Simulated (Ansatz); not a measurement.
Crystal: CdO (Monteponite).

```xyz
2
Lattice="0.0000 2.3495 2.3495 2.3495 0.0000 2.3495 2.3495 2.3495 0.0000" Properties=species:S:1:pos:R:3 pbc="T T T"
Cd    0.0000    0.0000    0.0000
O     2.3495    2.3495    2.3495
```

Base run:

- Program: Ansatz 0.2.0
- Functional: r2SCAN0
- Potentials or basis: Ansatz PAW
- Cutoff: 500 eV (not typed: the program's choice for these potentials)
- k mesh: 6 × 6 × 6
- Occupations: fermi-dirac, width 0.05 eV
- Spin: no spin polarisation

Its results: band gap on the k mesh 1.98 eV, indirect (least direct gap 3.37 eV); pressure -2.5 GPa.

Question: The run is repeated on the same cell with these changes: k mesh from 6 × 6 × 6 to 5 × 5 × 5; spin from no spin polarisation to spin-orbit coupling, no magnetisation; potential files from those of the base run to others of the same set. What comes out?

Answer: Band gap on the k mesh 2.12 eV, indirect (least direct gap 3.36 eV); pressure -2.5 GPa.

Several settings changed at once, so the effect can't be laid on one alone.

Caveats: some runs use coarse meshes; the PAW data sets come from PBE, with cores solved anew for the run's functional, which leaves a small shift of forces and pressure; the thresholds are loose for stress; odd divisions of the mesh miss points on the zone boundary, where band edges often lie, so the gap on the mesh can be too wide (some runs).
